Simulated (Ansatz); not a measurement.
# PbI2: the crystal squeezed far

Aim: compress PbI2 step by step, far beyond the usual range, and follow pressure and electronic structure. The runs shown use PAW. Its runs: shape and atoms relaxed at the given volume (PAW); volume scaled by 1 (PAW); shape and atoms relaxed at 0.85 of the volume (PAW); volume scaled by 0.85 (PAW); shape and atoms relaxed at 0.8 of the volume (PAW); volume scaled by 0.8 (PAW); shape and atoms relaxed at 0.75 of the volume (PAW); volume scaled by 0.75 (PAW).

Method: DFT, PBE, PAW with Ansatz's default frozen-core files, scalar-relativistic, in Ansatz 0.2.0.

### Step 1. Starting point

The structure is trigonal, space group P-3m1 (No. 164). Conventional cell: a = 4.613 Å, b = 4.613 Å, c = 7.257 Å, α = 90.00°, β = 90.00°, γ = 120.00°. Pb (site symmetry -3m) is surrounded by 6 I at 3.26 Å. Around I (site symmetry 3m) lie 3 Pb at 3.26 Å.

Coordinates:

```cif
data_structure
_symmetry_space_group_name_H-M 'P 1'
_symmetry_Int_Tables_number 1
_cell_length_a 4.6127
_cell_length_b 4.6127
_cell_length_c 7.2570
_cell_angle_alpha 90.000
_cell_angle_beta 90.000
_cell_angle_gamma 120.000
_cell_volume 133.72
loop_
_atom_site_label
_atom_site_type_symbol
_atom_site_fract_x
_atom_site_fract_y
_atom_site_fract_z
_atom_site_occupancy
Pb1 Pb 0.00000 0.00000 0.00000 1
I1 I 0.66667 0.33333 0.74095 1
I2 I 0.33333 0.66667 0.25905 1
```

Whether this phase is the stable one at these pressures isn't tested.

Atoms are numbered in the order of the input: Pb1, I2, I3.

### Step 2. Shape and atoms relaxed at the given volume, PAW

File input.yaml:

```yaml
crystal:
  lattice:
    - [4.6126901201, 0.0, 0.0]
    - [-2.3063450601, 3.9947068238, 0.0]
    - [0.0, 0.0, 7.2570292713]
  atoms:
    - { symbol: Pb, position: [0.0, 0.0, 0.0] }
    - { symbol: I, position: [0.6666666667, 0.3333333333, 0.74094648] }
    - { symbol: I, position: [0.3333333333, 0.6666666667, 0.25905352] }
kpoints:
  mp_grid: { grid: [7, 7, 4] }
scf:
  occupations: { method: fermi_dirac, width: 0.03 }
hamiltonian:
  xc: pbe
  pseudopotentials: { kind: paw }
output:
  forces: true
  stress: true
relax:
  f_tol: 0.01
  max_steps: 30
  cell: { stress_tol: 0.05, fix: [volume] }
```

Run with:

```console
> ansatz run input.yaml --threads 1 --pin off --max-ram 3072MiB --backend cpu --events-out ev --progress --plain --runs-dir out
```

Further steps of the session: Volume scaled by 1, PAW; Shape and atoms relaxed at 0.85 of the volume, PAW; Volume scaled by 0.85, PAW; Shape and atoms relaxed at 0.8 of the volume, PAW; Volume scaled by 0.8, PAW; Shape and atoms relaxed at 0.75 of the volume, PAW; Volume scaled by 0.75, PAW.

Q: Predict the outcome of this session. Wanted: PAW pressure at 0.75 of the volume; fitted bulk modulus at zero pressure.

The runs gave:

| quantity | value |
| --- | --- |
| PAW pressure at 0.75 of the volume | 8.3 GPa |
| fitted bulk modulus at zero pressure (PAW) | 8.2 GPa |
| its pressure derivative | 6.64 |

**Reading.** At 0.75 of the starting volume PAW gives 8.3 GPa. One third-order Birch-Murnaghan curve follows these points (B₀ = 8.2 GPa, B′ = 6.64, misfit at most 0.02 GPa). A fit over so wide a range leans to the high pressures, so B₀ can be off by several per cent. The gap goes from 2.32 to 1.42 eV. No all-electron run checks these rows here, and frozen cores can fail under such compression. The ions are at rest, and the electrons smeared by 0.03 eV. Spin-orbit coupling is left out, though the cell holds Pb; in elements this heavy it can shift bands and gaps by tenths of an eV.

These are semilocal Kohn-Sham gaps, which aren't the measured quantity. Such gaps usually fall short of the measured ones; spin-orbit coupling, left out here, narrows gaps with I, Pb, so the two errors partly cancel.
